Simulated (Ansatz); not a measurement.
**Lu: projected DOS by orbital**

```
CELL_PARAMETERS angstrom
3.50990 0.00000 0.00000
-1.75495 3.03966 0.00000
0.00000 0.00000 5.56660
ATOMIC_POSITIONS crystal
Lu 0.33333 0.66667 0.25000
Lu 0.66667 0.33333 0.75000
```

Atom numbers follow the list: Lu1, Lu2.

The cell is COD entry 1538083, as deposited and not checked against the literature; nothing was relaxed.

Spin–orbit coupling is left out, though it moves levels of the heavy atoms by tenths of an eV or more.

Computed with DFT, PBE, all-electron LAPW, scalar-relativistic (Ansatz 0.2.0).

Settings: a Γ-centred 13×13×8 k mesh, Fermi–Dirac smearing of 0.03 eV, basis error target 0.5 meV/atom, no spin polarisation.

States per eV for one atom of each kind, in 0.4 eV bins named by their centres, from the Fermi level, projected on a minimal set of Löwdin-orthogonalised atomic shells; orbitals are real harmonics on the Cartesian axes, equal curves share a column, and empty bins are left out, as is all above 2.8 eV, near the top of the computed bands.

Lu1 4f:

```
# E all fz3 fxz2=fyz2 fz(x2-y2)=fxyz fx(x2-3y2) fy(3x2-y2)
-5.1 34.80 4.98 4.97 4.98 4.92 4.99
-4.7 0.15 0.01 0.02 0.01 0.07 0.00
-4.3 0.01 0.00 0.00 0.00 0.00 0.00
```

Lu1 5d:

```
# E all dz2 dxz=dyz dx2-y2=dxy
-5.1 0.04 0.01 0.01 0.01
-4.7 0.01 0.00 0.00 0.00
-4.3 0.03 0.01 0.01 0.01
-3.9 0.05 0.01 0.01 0.01
-3.5 0.08 0.02 0.02 0.02
-3.1 0.13 0.03 0.03 0.03
-2.7 0.22 0.05 0.04 0.05
-2.3 0.42 0.09 0.08 0.09
-1.9 0.47 0.09 0.10 0.08
-1.5 0.53 0.09 0.12 0.10
-1.1 0.62 0.10 0.12 0.13
-0.7 0.76 0.08 0.22 0.12
-0.3 1.42 0.40 0.23 0.28
0.1 1.57 0.38 0.20 0.39
0.5 0.71 0.16 0.08 0.19
0.9 0.72 0.16 0.14 0.14
1.3 1.65 0.45 0.41 0.19
1.7 1.54 0.37 0.28 0.30
2.1 1.24 0.19 0.25 0.27
2.5 1.46 0.11 0.36 0.32
```

Lu1 6s:

```
# E all
-5.9 0.02
-5.5 0.07
-5.1 0.15
-4.7 0.10
-4.3 0.15
-3.9 0.17
-3.5 0.19
-3.1 0.20
-2.7 0.22
-2.3 0.23
-1.9 0.17
-1.5 0.13
-1.1 0.09
-0.7 0.03
-0.3 0.06
0.1 0.07
0.5 0.03
0.9 0.02
1.3 0.10
1.7 0.09
2.1 0.05
2.5 0.03
```
